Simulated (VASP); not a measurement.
Wanted: an ASE script for a VASP 6.6.1 run.

| Property | Result |
| --- | --- |
| Task | density of states |
| Functional | PBE |
| Dispersion | MBD |
| Potentials or basis | VASP PAW PBE potentials, release 64 (B_s, N_s) |
| Cutoff | 400 eV |
| k mesh | 12 × 12 × 1 |
| Occupations | fermi-dirac, width 0.1 eV |
| Spin | no spin polarisation |
| Dipole correction | yes |
| Further INCAR settings | ALGO = Fast; EDIFF = 1.00e-06 |

The structure of BN lies in BN.xyz:

```xyz
8
Lattice="2.5099983704 -0.0000000000 0.0000000000 -1.2549991852 2.1737223522 0.0000000000 0.0000000000 0.0000000000 25.0350000000" Properties=species:S:1:pos:R:3 pbc="T T T"
B      0.0000000000      0.0000000000      7.5000000000
B      0.0000000000      1.4491482347     10.8450000000
B      0.0000000000      0.0000000000     14.1900000000
B      0.0000000000      1.4491482347     17.5350000000
N      1.2549991852      0.7245741176      7.5000000000
N      0.0000000000      0.0000000000     10.8450000000
N      1.2549991852      0.7245741176     14.1900000000
N      0.0000000000      0.0000000000     17.5350000000
```

The cell isn't the ideal one: the (0 0 1) slab of BN, cut from the database cell, not relaxed.

These files were run (other wordings do the same):

run.py

```python
from ase.calculators.vasp import Vasp
from ase.dft.dos import DOS
from ase.io import read

atoms = read('BN.xyz')
calc = Vasp(
    directory='calc',
    xc='pbe',
    pp='PBE',
    setups={'base': 'minimal', 'B': '_s', 'N': '_s'},
    prec='Accurate',
    encut=400,
    ediff=1e-06,
    ismear=-1,
    sigma=0.1,
    lreal=False,
    lasph=True,
    nelm=80,
    algo='Fast',
    isif=2,
    lwave=False,
    lcharg=False,
    ldipol=True,
    idipol=3,
    dipol=[0.5, 0.5, 0.5],
    ivdw=202,
    lorbit=11,
    kpts=[12, 12, 1],
    gamma=True,
)
atoms.calc = calc

print('energy (eV):', atoms.get_potential_energy())
print('free energy (eV):', atoms.get_potential_energy(force_consistent=True))
print('forces (eV/A):')
print(atoms.get_forces())
print('stress (eV/A^3, Voigt):', atoms.get_stress())
print('Fermi level (eV):', calc.get_fermi_level())
dos = DOS(calc, width=0.05, window=(-10, 10), npts=201)
print('E - E_F (eV), DOS (1/eV)')
for e, g in zip(dos.get_energies(), dos.get_dos()):
    print(f'{e:8.3f} {g:10.4f}')
```

Potentials or basis: VASP PAW PBE potentials, release 64 (B_s, N_s).

The run is started by

```bash
$ python run.py
```

Results of the run:

The largest force is 0.028 eV/Å and the band gap on the k mesh is 4.37 eV, indirect (least direct gap 4.47 eV). The valence electrons inside the program's atomic spheres are B 2.52; N 5.57 and the hirshfeld charges are B +0.20, +0.21; N -0.21, -0.20 e. The dispersion energy per atom is -0.141 eV.

It took 2 min on 1 thread of AMD EPYC 7R43 64-Core Processor (Zen 3), with other jobs on the host, peak memory 0.17 GiB.
